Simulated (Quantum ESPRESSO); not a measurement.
The system is SnSe.

```
Sn Se
1.0
     0.00000    3.01000    3.01000
     3.01000    0.00000    3.01000
     3.01000    3.01000    0.00000
Sn Se
1 1
Cartesian
  0.0000 0.0000 0.0000
  3.0100 3.0100 3.0100
```

Measurements of this composition are mostly on another form, of space group No. 62.

Base run:

| Property | Result |
| --- | --- |
| Program | Quantum ESPRESSO 7.5 |
| Functional | PBE |
| Potentials or basis | SG15 PBE 1.2 |
| Cutoff | 952 eV |
| Density cutoff | 3810 eV |
| k mesh | 8 × 8 × 8 |
| Occupations | fermi-dirac, width 0.05 eV |
| Spin | no spin polarisation |

Its results: pressure 0.9 GPa.

**Question.** After a change of settings the same cell gave: pressure 2.7 GPa. Which change was it?
A. functional from PBE to RPBE
B. functional from PBE to SCAN; k mesh from 8 × 8 × 8 to 6 × 6 × 6
C. functional from PBE to HLE16
D. functional from PBE to LDA

**Answer.** A.

RPBE binds less tightly than PBE, so the same cell stands under more pressure.

Caveats: the potentials were made for another functional, which shifts forces and pressure (some runs).
